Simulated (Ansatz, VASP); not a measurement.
## Two plane-wave programs on Ni

Contents of INCAR:

```
SYSTEM = Ni
PREC = Accurate
ENCUT = 520
EDIFF = 1E-6
ISMEAR = 0
SIGMA = 0.05
LREAL = .FALSE.
LASPH = .TRUE.
NELM = 150
ALGO = Normal
ISIF = 2
LWAVE = .FALSE.
LCHARG = .FALSE.
ISPIN = 2
MAGMOM = 0.75
LORBIT = 11
LMAXMIX = 4
GGA = PE
NBANDS = 15
```

Contents of KPOINTS:

```
Automatic mesh
0
G
  20 20 20
  0 0 0
```

POSCAR

```
Ni
1.0
    0.0000000000      1.7576501975      1.7576501975
    1.7576501975      0.0000000000      1.7576501975
    1.7576501975      1.7576501975      0.0000000000
Ni
1
Direct
    0.0000000000      0.0000000000      0.0000000000
```

Input for Ansatz:

```yaml
crystal:
  lattice:
    - [0.0, 1.7576501975, 1.7576501975]
    - [1.7576501975, 0.0, 1.7576501975]
    - [1.7576501975, 1.7576501975, 0.0]
  atoms:
    - { symbol: Ni, position: [0.0, 0.0, 0.0], spin: 0.75 }
basis:
  ecutwfc: 420
  ecutrho_ratio: 4
kpoints:
  mp_grid: { grid: [20, 20, 20] }
hamiltonian:
  xc: pbe
scf:
  occupations: { method: gaussian, width: 0.05 }
output:
  forces: true
  stress: true
  eigenvalues: true
  populations: true
magnetization:
  spin_polarized: true
```

Alike in both runs: task single point; functional PBE; k mesh 20 × 20 × 20; occupations gaussian, width 0.05 eV; collinear spin.

|  | VASP | Ansatz |
| --- | --- | --- |
| version | VASP 6.6.1 | Ansatz 0.2.0 |
| potentials or method | VASP PAW PBE potentials, release 64 (Ni) | scalar-relativistic, plane waves, PAW |
| plane-wave cutoff (eV) | 520 | 420 |
| valence electrons in the cell | 10 | 18 |

|  | VASP | Ansatz | Ansatz less VASP |
| --- | --- | --- | --- |
| gap on the k mesh at the Fermi level (eV) | none | none | - |
| pressure (GPa) | 0.4 | 0.5 | +0.12 |
| net moment per atom (μB) | 0.63 | 0.64 | +0.013 |
| size of the moment on the site where the two differ most (μB) | 0.64 | 0.68 | +0.040 |

Site moments also hang on the region over which each program counts them. A gap of «none» marks a metal or a gap that the smearing closes. The functional is the same, so the differences come from potentials, cutoffs and numerics. The two sets of potentials don't hold the same shells in valence.
